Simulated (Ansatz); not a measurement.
Ansatz (a first-principles code) input:

Ansatz 0.2 input:
```yaml
crystal:
  lattice:
    - [4.4105434023, 0.0, 0.0]
    - [0.0, 4.4105434023, 0.0]
    - [0.0, 0.0, 2.870164384]
  atoms:
    - { symbol: Ge, position: [0.5, 0.5, 0.5] }
    - { symbol: Ge, position: [0.0, 0.0, 0.0] }
    - { symbol: O, position: [0.6939932651, 0.6939932651, 0.0] }
    - { symbol: O, position: [0.3060067349, 0.3060067349, 0.0] }
    - { symbol: O, position: [0.8060067349, 0.1939932651, 0.5] }
    - { symbol: O, position: [0.1939932651, 0.8060067349, 0.5] }
kpoints:
  mp_grid: { grid: [6, 6, 10] }
hamiltonian:
  xc: r2scan
  pseudopotentials: { kind: paw }
scf:
  occupations: { method: fixed }
phonons:
  method: dfpt
  response_accuracy: low
  eigenvectors: true
  rigid_motions: translations
  dielectric: true
  raman: true
```

Output (shortened):

```
Pseudopotential: Ge, paw, valence charge 14
Pseudopotential: O, paw, valence charge 6
Functional definition: r2SCAN
Crystal: 6 atoms, lattice volume = 55.833 Å³
Basis set: ecut = 500 eV, 1431 PW (Γ), exchange–correlation on 216×216×144 points (216 copies of the dense FFT grid, shifted against one another)
Bands: 32, of which v1, the nominal top of the filled ones, is band 26 counted from 1 (25 counted from 0)
Symmetry: 16 space group operations
k-points: 184 of 360 (irreducible under 1 space group operation, time reversal used)
SCF iter   1: F=—  HF=-10880.513486 eV  |F-HF|=—  |Δ(HF+E_count)|=         —  Δρ=1.16e-2  dr2=4.07e-2  dr2_τ=3.25e-1  ethr=1.77e-3  ⟨swp⟩=5.0  Hψ=21753  notcnv=0  defer=736
preconditioner: auto → Resta (q_TF=auto, 2.696 Å⁻¹)
SCF iter   2: F=—  HF=-10880.651939 eV  |F-HF|=—  |Δ(HF+E_count)|=   1.38e-1  Δρ=6.84e-3  dr2=1.48e-2  dr2_τ=6.88e-4  ethr=7.83e-5  ⟨swp⟩=2.0  Hψ=12521  notcnv=0  defer=736
SCF iter   3: F=—  HF=-10880.652606 eV  |F-HF|=—  |Δ(HF+E_count)|=   6.67e-4  Δρ=2.18e-3  dr2=9.65e-4  dr2_τ=1.39e-4  ethr=2.86e-5  ⟨swp⟩=2.3  Hψ=8549  notcnv=0  defer=736
SCF iter   4: F=—  HF=-10880.652073 eV  |F-HF|=—  |Δ(HF+E_count)|=   5.33e-4  Δρ=3.80e-4  dr2=6.75e-5  dr2_τ=2.39e-5  ethr=1.86e-6  ⟨swp⟩=2.0  Hψ=10725  notcnv=0  defer=736
SCF iter   5: F=—  HF=-10880.652084 eV  |F-HF|=—  |Δ(HF+E_count)|=   1.08e-5  Δρ=1.21e-4  dr2=6.17e-6  dr2_τ=4.09e-7  ethr=1.30e-7  ⟨swp⟩=2.5  Hψ=10456  notcnv=0  defer=340
SCF iter   6: F=—  HF=-10880.652086 eV  |F-HF|=—  |Δ(HF+E_count)|=   2.16e-6  Δρ=1.64e-5  dr2=1.23e-7  dr2_τ=8.94e-9  ethr=1.19e-8  ⟨swp⟩=2.0  Hψ=9592  notcnv=0  defer=315
SCF iter   7: F=—  HF=-10880.652087 eV  |F-HF|=—  |Δ(HF+E_count)|=   6.82e-7  Δρ=2.90e-6  dr2=3.54e-9  dr2_τ=3.89e-10  ethr=2.36e-10  ⟨swp⟩=2.0  Hψ=7720  notcnv=0  defer=315
SCF iter   8: F=-10880.652087 eV  HF=-10880.652087 eV  |F-HF|=1.82e-11  |Δ(HF+E_count)|=   1.65e-9  Δρ=4.97e-7  dr2=9.84e-11  dr2_τ=9.70e-12  ethr=1.00e-12  ⟨swp⟩=10.7  Hψ=36126  notcnv=0
SCF 1 converged in 8 iterations: F = -10880.652087 eV  dr2 = 9.84e-11
DFPT response loops at Γ: preconditioner auto → Resta (q_TF=auto, 2.696 Å⁻¹)  ε∞=4.9 (no band partly filled) …
── the response to a field inside a basis, on 8×8×12 k-points: an SCF that follows is theirs, and a resumed run solves both again ──
Crystal: 6 atoms, lattice volume = 55.833 Å³
Bands: 27, of which v1, the nominal top of the filled ones, is band 26 counted from 1 (25 counted from 0)
k-points: 60
SCF iter   1: F=—  HF=-10880.604838 eV  |F-HF|=—  |Δ(HF+E_count)|=         —  Δρ=2.06e-4  dr2=4.02e-6  dr2_τ=9.80e-6  ethr=1.00e-1
preconditioner: auto → Resta (q_TF=auto, 2.696 Å⁻¹)
SCF iter   2: F=—  HF=-10880.604851 eV  |F-HF|=—  |Δ(HF+E_count)|=   1.22e-5  Δρ=1.07e-4  dr2=8.65e-7  dr2_τ=7.67e-7  ethr=7.72e-9
SCF iter   3: F=—  HF=-10880.604854 eV  |F-HF|=—  |Δ(HF+E_count)|=   3.73e-6  Δρ=4.06e-5  dr2=1.50e-7  dr2_τ=1.03e-7  ethr=1.66e-9
SCF iter   4: F=—  HF=-10880.604855 eV  |F-HF|=—  |Δ(HF+E_count)|=   7.40e-7  Δρ=3.02e-6  dr2=3.17e-9  dr2_τ=3.29e-10  ethr=2.88e-10
SCF iter   5: F=—  HF=-10880.604855 eV  |F-HF|=—  |Δ(HF+E_count)|=   1.86e-8  Δρ=5.10e-7  dr2=1.19e-10  dr2_τ=9.23e-12  ethr=6.09e-12
SCF iter   6: F=-10880.604855 eV  HF=-10880.604855 eV  |F-HF|=0.00e0  |Δ(HF+E_count)|=   1.14e-8  Δρ=2.21e-7  dr2=1.71e-11  dr2_τ=1.68e-12  ethr=1.00e-12
SCF 1 converged in 6 iterations: F = -10880.604855 eV  dr2 = 1.71e-11
DFPT response loops at Γ: preconditioner auto → Resta (q_TF=auto, 2.696 Å⁻¹)  ε∞=4.7 (no band partly filled) …
DFPT response loops at Γ: mixed as the last ones told, above
SCF converged after 8 iterations
Free energy (F): -10880.652087 eV
Harris-Foulkes:  -10880.652087 eV  (|F-HF|=1.82e-11)
Internal energy: -10880.652087 eV  (E = F + TS)
E sigma→0 (E₀):  -10880.652087 eV
Fermi energy:    9.912211 eV
--- Per-component energies (eV) ---
  E_band       = -231.324607
  E_kinetic    = 937.027756
  E_local      = -5488.627742  (includes V_loc(G=0)·N_el)
  E_nonlocal   = 1047.117170
  E_hartree    = 2312.815947
  E_xc         = -430.886951
  E_vxc        = -556.887241  (∫ρ·V_xc dr)
  E_paw        = -4727.016837  (= ΣΔE_a)
  E_vpaw       = -829.519596  (= ΣTr[D̂ρ^β])
  E_aug_tail   = 0.004034  (compensation charges beyond the density's cutoff)
  E_vtau       = 33.928833  (kinetic-family band-sum trace: ∫τ·v_τ [+ j·A + Jᵃ·Aᵃ] dr)
  E_ewald      = -4528.786168
  E_core_change = -2.299295  (= ΣΔE_core)
  E_smearing   =  0.000000  (= −TS)
  E_closure    = 0.000000  (closes the sum)
  Σ components = -10880.652087   (vs F -10880.652087, Δ=0.00e0)
  [band-id]    e_kinetic+e_local+e_nonlocal+2·e_hartree+e_vxc+e_vpaw+e_augmentation_tail+e_vtau = -231.324892   (vs E_band -231.324607, Δ=-2.85e-4)
--- Band table (eV; the first three rows and the last of 184) ---
  k-point 0: bands = ["-15.2488", "-14.9363", "-14.7974", "-14.7974", "-14.7601", "-14.7000", "-14.6936", "-14.6527", "-14.6453", "-14.6453", "-12.0827", "-9.1669", "-9.1669", "-8.1829", "-0.4267", "4.4073", "4.4073", "4.9881", "5.2637", "6.5892", "7.5175", …
  k-point 1: bands = ["-15.2214", "-14.9115", "-14.8349", "-14.8349", "-14.7506", "-14.7001", "-14.6914", "-14.6526", "-14.6516", "-14.6516", "-11.9816", "-9.0587", "-9.0587", "-8.2138", "-0.4307", "4.5232", "4.5232", "4.7680", "5.3709", "6.2376", "6.9998", …
  k-point 2: bands = ["-15.1483", "-14.9303", "-14.9303", "-14.8567", "-14.7239", "-14.6960", "-14.6856", "-14.6669", "-14.6669", "-14.6526", "-11.6773", "-8.7715", "-8.7715", "-8.3355", "-0.4346", "4.3582", "4.8469", "4.8469", "4.8751", "5.6857", "6.3898", …
  k-point 183: bands = ["-15.1644", "-15.1644", "-14.8922", "-14.8922", "-14.7050", "-14.7050", "-14.6590", "-14.6590", "-14.6270", "-14.6270", "-9.5363", "-9.5363", "-8.1207", "-8.1207", "-0.3001", "-0.3001", "3.1088", "3.1088", "6.3510", "6.3510", "6.3681", …
--- Phonons (Γ-DFPT): 4 representative perturbations + reference, on 184 of 360 k-points (Σ response iterations 26) ---
  ASR residual: 2.599e-4 → 0.000e0 eV/Å²; symmetrization residual: 2.590e-5 eV/Å²
  ASR residual per site (eV/Å²): 1.15e-4 1.15e-4 2.60e-4 2.60e-4 2.60e-4 2.60e-4
  Γ frequencies (cm⁻¹): 0.00 0.00 0.00 167.02 213.06 311.07 311.07 363.28 363.28 475.08 502.13 523.22 523.22 648.40 649.54 649.54 690.61 854.83
  ε∞ (high-frequency dielectric tensor):
        3.899200     0.000000     0.000000
        0.000000     3.899200     0.000000
        0.000000     0.000000     4.224488
  ε⁰ (static dielectric tensor: ions relaxed, cell fixed):
       14.106218     0.000000     0.000000
        0.000000    14.106218     0.000000
        0.000000     0.000000    10.376132
  ε⁰ − ε∞ (ionic part):
       10.207019     0.000000     0.000000
        0.000000    10.207019     0.000000
        0.000000     0.000000     6.151644
  softest optical mode at Γ: 167.02 cm⁻¹; the repairs (sum rule, projections) moved no ω² at Γ by more than (3.72 cm⁻¹)²
  Born effective charges Z* (e; rows j = field, columns β = displacement):
    site 0:
         4.12435   -0.54751    0.00000
        -0.54751    4.12435    0.00000
         0.00000    0.00000    4.42107
    site 1:
         4.12435    0.54751    0.00000
         0.54751    4.12435    0.00000
         0.00000    0.00000    4.42107
    site 2:
        -2.06217   -0.70494    0.00000
        -0.70494   -2.06217    0.00000
         0.00000    0.00000   -2.21054
    site 3:
        -2.06217   -0.70494    0.00000
        -0.70494   -2.06217    0.00000
         0.00000    0.00000   -2.21054
    site 4:
        -2.06217    0.70494    0.00000
         0.70494   -2.06217    0.00000
         0.00000    0.00000   -2.21054
    site 5:
        -2.06217    0.70494    0.00000
         0.70494   -2.06217    0.00000
         0.00000    0.00000   -2.21054
  Z* charge neutrality: 2.565e-3 e pre-enforcement
  solved inside a basis spanned on kpoints, on 8×8×12 k-points transformed towards the longest dipole: ε∞ is read to err by 1.2e-2, Z* by 1.5e-2 e (field_mesh …
  Raman tensors (in the event stream and the table raman_tensors.tsv) …
  optical modes at Γ without the LO–TO term, one row a degenerate level:
      ω (cm⁻¹)  modes    IR ((D/Å)²/amu)  static Raman (Å⁴/amu)  depolarisation
        167.02      1             0.0000                 0.2289           0.750
        213.06      1             0.0000                 0.0000               —
        311.07      2            44.1753                 0.0000               —
        363.28      2             0.1139                 0.0000               —
        475.08      1             0.0000                 0.0000               —
        502.13      1            40.6029                 0.0000               —
        523.22      2             0.0000                 0.4537           0.750
        648.40      1             0.0000                 0.0000               —
        649.54      2            32.4955                 0.0000               —
        690.61      1             0.0000                32.3712           0.006
        854.83      1             0.0000                 4.0583           0.750
  optical modes at Γ + LO–TO along q̂ = [1.0000, 0.0000, 0.0000]:
      ω (cm⁻¹)  modes    IR ((D/Å)²/amu)  static Raman (Å⁴/amu)  depolarisation
        167.02      1             0.0000                 0.2289           0.750
        213.06      1             0.0000                 0.0000               —
        311.07      1            22.0876                 0.0000               —
        363.12      1             0.0027                 0.0000               —
        363.28      1             0.0569                 0.0000               —
        467.53      1             5.5150                 0.0000               —
        475.08      1             0.0000                 0.0000               —
        502.13      1            40.6029                 0.0000               —
        523.22      2             0.0000                 0.4537           0.750
        648.40      1             0.0000                 0.0000               —
        649.54      1            16.2477                 0.0000               —
        690.61      1             0.0000                32.3712           0.006
        822.40      1            32.8746                 0.0000               —
        854.83      1             0.0000                 4.0583           0.750
  optical modes at Γ + LO–TO along q̂ = [0.0000, 1.0000, 0.0000]:
      ω (cm⁻¹)  modes    IR ((D/Å)²/amu)  static Raman (Å⁴/amu)  depolarisation
        167.02      1             0.0000                 0.2289           0.750
        213.06      1             0.0000                 0.0000               —
        311.07      1            22.0876                 0.0000               —
        363.12      1             0.0027                 0.0000               —
        363.28      1             0.0569                 0.0000               —
        467.53      1             5.5150                 0.0000               —
        475.08      1             0.0000                 0.0000               —
        502.13      1            40.6029                 0.0000               —
        523.22      2             0.0000                 0.4537           0.750
        648.40      1             0.0000                 0.0000               —
        649.54      1            16.2477                 0.0000               —
        690.61      1             0.0000                32.3712           0.006
        822.40      1            32.8746                 0.0000               —
        854.83      1             0.0000                 4.0583           0.750
  optical modes at Γ + LO–TO along q̂ = [0.0000, 0.0000, 1.0000]:
      ω (cm⁻¹)  modes    IR ((D/Å)²/amu)  static Raman (Å⁴/amu)  depolarisation
        167.02      1             0.0000                 0.2289           0.750
        213.06      1             0.0000                 0.0000               —
        311.07      2            44.1753                 0.0000               —
        363.28      2             0.1139                 0.0000               —
        475.08      1             0.0000                 0.0000               —
        523.22      2             0.0000                 0.4537           0.750
        648.40      1             0.0000                 0.0000               —
        649.54      2            32.4955                 0.0000               —
        690.61      1             0.0000                32.3712           0.006
        786.95      1            40.6029                 0.0000               —
        854.83      1             0.0000                 4.0583           0.750
```

Cost: roughly 21 core-minutes on shared cores.

Space group P4_2/mnm (rutile). The cell was relaxed with r²SCAN under the symmetry of its start; of distortions, only those at the zone centre were tested. Scalar-relativistic: spin–orbit coupling is off unless named, which matters more the heavier the elements.

Potentials: the later of the program's two PAW sets.

Ansatz is a plane-wave DFT program.
